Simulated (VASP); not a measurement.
Te:

```xyz
4
Lattice="5.8500 0.0000 0.0000 0.0000 5.8500 0.0000 0.0000 0.0000 4.7912" Properties=species:S:1:pos:R:3 pbc="T T T"
Te    0.0000    0.0000    0.0000
Te    2.9250    2.9250    0.0000
Te    0.0000    2.9250    3.9769
Te    2.9250    0.0000    0.8143
```

The cell was built by a generator and needn't be a form met in nature.

- Program: VASP 6.6.1
- Task: relaxation of cell and atoms
- Functional: PBE
- Dispersion: D2
- Potentials or basis: VASP PAW PBE potentials, release 64 (Te)
- Cutoff: 600 eV
- k mesh: 4 × 4 × 5
- Occupations: fermi-dirac, width 0.05 eV
- Spin: no spin polarisation

At the start: pressure -1.6 GPa; volume 40.99 Å³/atom.

Q: How do energy, volume and symmetry change on relaxing?

A: Over 44 steps the energy falls by 52.5 meV/atom and the volume is 34.43 Å³/atom (-16.0 %); space group P4/nmm (No. 129, to 0.05 Å).

The path:
```
step  energy change (eV)  largest force (eV/Å)  pressure (GPa)  volume (Å³)
   1              0.0000                0.0125           -1.61       163.97
   3             -0.0378                0.1956            0.00       156.76
   5             -0.1771                0.2338            0.32       141.90
   7             -0.1888                0.1650            0.58       136.70
   9             -0.1881                0.1349            0.90       136.04
  11             -0.1947                0.0435            0.07       137.49
  13             -0.1956                0.0621            0.06       137.85
  15             -0.1982                0.0874           -0.29       141.35
  17             -0.2001                0.1153           -0.18       140.33
  19             -0.2009                0.0970           -0.14       140.44
  21             -0.2040                0.0791           -0.15       139.71
  23             -0.2077                0.0107            0.22       136.48
  25             -0.2084                0.0382            0.11       137.81
  27             -0.2085                0.0311            0.07       137.50
  29             -0.2087                0.0144           -0.04       137.74
  31             -0.2089                0.0124           -0.07       137.84
  33             -0.2096                0.0023           -0.08       138.26
  35             -0.2097                0.0115            0.00       137.98
  37             -0.2098                0.0118            0.01       137.82
  39             -0.2098                0.0129            0.06       137.65
  41             -0.2098                0.0061            0.01       137.66
  43             -0.2098                0.0058            0.01       137.67
  44             -0.2098                0.0046           -0.01       137.72
```

Final structure:
```
CELL_PARAMETERS angstrom
5.75764 0.00000 0.00000
0.00000 5.75764 0.00000
0.00000 0.00000 4.15453
ATOMIC_POSITIONS crystal
Te 0.00000 0.00000 0.00000
Te 0.50000 0.50000 0.00000
Te 0.00000 0.50000 0.79506
Te 0.50000 0.00000 0.20494
```

Caveat: the volume moved by over 15 % at a fixed basis, so the end points are rough.
